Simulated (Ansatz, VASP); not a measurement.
# Mg: VASP beside Ansatz

The input INCAR:

```
SYSTEM = Mg
ALGO = Normal ; EDIFF = 1E-6
ENCUT = 520 ; GGA = PE
ISIF = 2 ; ISMEAR = -1
LASPH = .True. ; LCHARG = .False.
LREAL = .False. ; LWAVE = .False.
NBANDS = 9 ; NELM = 80
PREC = Accurate ; SIGMA = 0.1
```

The input KPOINTS:

```
k-points
0
Gamma
  12 12 12
  0 0 0
```

Contents of POSCAR:

```
Mg
1.0
    0.0000000000      2.7251771269      2.7251771269
    2.7251771269      0.0000000000      2.7251771269
    2.7251771269      2.7251771269      0.0000000000
Mg
2
Direct
   -0.1250000000     -0.1250000000     -0.1250000000
    0.1250000000      0.1250000000      0.1250000000
```

Input for Ansatz:

```yaml
crystal:
  lattice:
    - [0.0, 2.7251771269, 2.7251771269]
    - [2.7251771269, 0.0, 2.7251771269]
    - [2.7251771269, 2.7251771269, 0.0]
  atoms:
    - { symbol: Mg, position: [-0.125, -0.125, -0.125] }
    - { symbol: Mg, position: [0.125, 0.125, 0.125] }
kpoints:
  mp_grid: { grid: [12, 12, 12] }
scf:
  occupations: { method: fermi_dirac, width: 0.1 }
hamiltonian:
  xc: pbe
  pseudopotentials: { kind: all_electron, lapw: { basis_error: 0.001 } }
output:
  forces: true
  stress: true
  eigenvalues: true
  populations: true
```

Change from the starting cell: volume scaled by 0.5, LAPW.

Alike in both runs: task single point; functional PBE; k mesh 12 × 12 × 12; occupations fermi-dirac, width 0.1 eV; no spin polarisation.

|  | VASP | Ansatz |
| --- | --- | --- |
| version | VASP 6.6.1 | Ansatz 0.2.0 |
| potentials or method | VASP PAW PBE potentials, release 64 (Mg) | all-electron LAPW, scalar-relativistic |
| plane-wave cutoff (eV) | 520 | see its input |

|  | VASP | Ansatz | Ansatz less VASP |
| --- | --- | --- | --- |
| pressure (GPa) | 28.0 | 27.8 | -0.18 |

Ansatz ran all-electron here, so the differences hold the error of VASP's frozen core and of both bases.

Caveats: so large a pressure means that the cell lies far from this level's equilibrium, or that cutoff or potentials fall short (VASP).
